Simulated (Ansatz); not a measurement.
## Thickness series of a Cd/MgO/TiB2 junction

Aim: the conductance of Cd/MgO/TiB2 junctions as the barrier thickens. The lower electrode is Cd hcp(0001), the upper one TiB2 AlB2(0001); the barrier is MgO rock salt(111) (Mg and O faces). In the first transport cell, after relaxation, the nearest pair of electrode and barrier is Cd–Mg at 3.07 Å, at a slant, at the lower face and Ti–O at 1.86 Å, along the normal, at the upper one. All share a net of side 3.005 Å, which strains the lower electrode by -0.8 %, the upper one by -0.8 % and the barrier by +0.0 %, against typed lattice constants near PBE's. The first steps treat the bulk electrodes alone.

Main program and level: Ansatz 0.2.0; PBE DFT, plane waves, PAW files, in the first sound run; inputs show where later runs differ.

### 1. The starting structure

The structure is hexagonal, space group P6_3/mmc (No. 194). Conventional cell: a = 3.005 Å, b = 3.005 Å, c = 5.733 Å, α = 90.00°, β = 90.00°, γ = 120.00°. Nearest to Cd lie 12 Cd at 3.00 to 3.35 Å.

Coordinates:

```cif
data_structure
_symmetry_space_group_name_H-M 'P6_3/mmc'
_symmetry_Int_Tables_number 194
_cell_length_a 3.0050
_cell_length_b 3.0050
_cell_length_c 5.7329
_cell_angle_alpha 90.000
_cell_angle_beta 90.000
_cell_angle_gamma 120.000
_cell_volume 44.83
loop_
_atom_site_label
_atom_site_type_symbol
_atom_site_symmetry_multiplicity
_atom_site_Wyckoff_symbol
_atom_site_fract_x
_atom_site_fract_y
_atom_site_fract_z
_atom_site_occupancy
Cd1 Cd 2 d 0.33333 0.66667 0.75000 1
```

### 2. Layer spacing of the electrode, 2 atoms, electrode Cd hcp(0001)

The electrode is held to the junction's net and relaxed along the normal; its spacing is used for the ideal lead layers.

Input file input.yaml:

```yaml
crystal:
  lattice:
    - [3.005, 0.0, 0.0]
    - [-1.5025, 2.6024063384, 0.0]
    - [0.0, 0.0, 5.7329207921]
  atoms:
    - { symbol: Cd, position: [0.0, 0.0, 0.0] }
    - { symbol: Cd, position: [0.3333333333, 0.6666666667, 0.5] }
kpoints:
  mp_grid: { grid: [18, 18, 5] }
scf:
  occupations: { method: fermi_dirac, width: 0.1 }
  max_iter: 150
hamiltonian:
  xc: pbe
relax:
  f_tol: 0.01
  max_steps: 40
  cell: { fix: [a, b, angles] }
```

The run is started by

```
> ansatz run input.yaml --threads 4 --pin off --max-ram 10240MiB --backend cpu --events-out ev --progress --plain --runs-dir out
```

Planned after this: layer spacing of the electrode, 3 atoms, electrode TiB2 AlB2(0001); relaxing the interfaces; transmission over a wide range of energy; conductance on a fine mesh, atomic planes in the barrier 4, gap between the electrodes 7.91 Å; conductance on a fine mesh, 39 atoms; conductance, atomic planes in the barrier 8, gap between the electrodes 12.85 Å; conductance on a fine mesh, atomic planes in the barrier 10, gap between the electrodes 15.31 Å; conductance, atomic planes in the barrier 12, gap between the electrodes 17.78 Å; side by side; fit against thickness; the same cell, other settings, 39 atoms; A repeat with changed settings, 37 atoms. Settings of the main run: atomic planes in the barrier 6, cutoff 420 eV, 12×12×1 k-mesh, Fermi-Dirac occupations, smearing width 0.1 eV, left electrode Cd hcp(0001), right electrode TiB2 AlB2(0001), barrier MgO rock salt(111), barrier faces Mg and O faces, net side 3.005 Å, left strain -0.0083, right strain -0.0083, barrier strain -0.0001, gap between the electrodes 10.38 Å, lead length (29.24, 22.65) Å, alignment non-magnetic, PAW set soft 2.

Q: Predict the decay constant β.

A fit of ln G against d gives β = 0.83 Å⁻¹, and step by step the slopes are 1.04, 0.91, 0.72 and 0.66 Å⁻¹. They differ by more than a fifth, so the fit is an average; how much of this is a real bend and how much error of the runs wasn't traced. At the Fermi level the layers of the barrier in the wide-window run (6 planes) hold from 7.8e-4 to 0.086 states an eV and atom. The program's largest error estimate on these conductances is 302 %, from the leads' potential steps, in the run that gave 5.0e9 S/m², so that value may be off by a large factor, and what is derived from it shares the doubt. In 5 of these 5 runs a lead's potential steps by more than 25 meV, which the program flags as too much.

- 1/G at 7.91 Å gap: 1.63 Ω um²
- 1/G at 17.8 Å gap: 6011 Ω um²
- decay constant β: 0.83 Å⁻¹

No spin-orbit coupling, phonons, disorder or image charges enter; the interfaces are ordered, one cell wide and lattice-matched by strain. Semilocal gaps are too small, which can bring a band edge of the barrier nearer to the Fermi level than it is.

[Logs are printed without paths, hosts, clocks, repeated set-up lines and the standing remarks that a program may print on its own settings, such as how far it seeks lower states.]

[Hosts, paths, dates, database ids (printed as entryN), source tags and the programs' standing remarks are cut or masked in the printed files.]
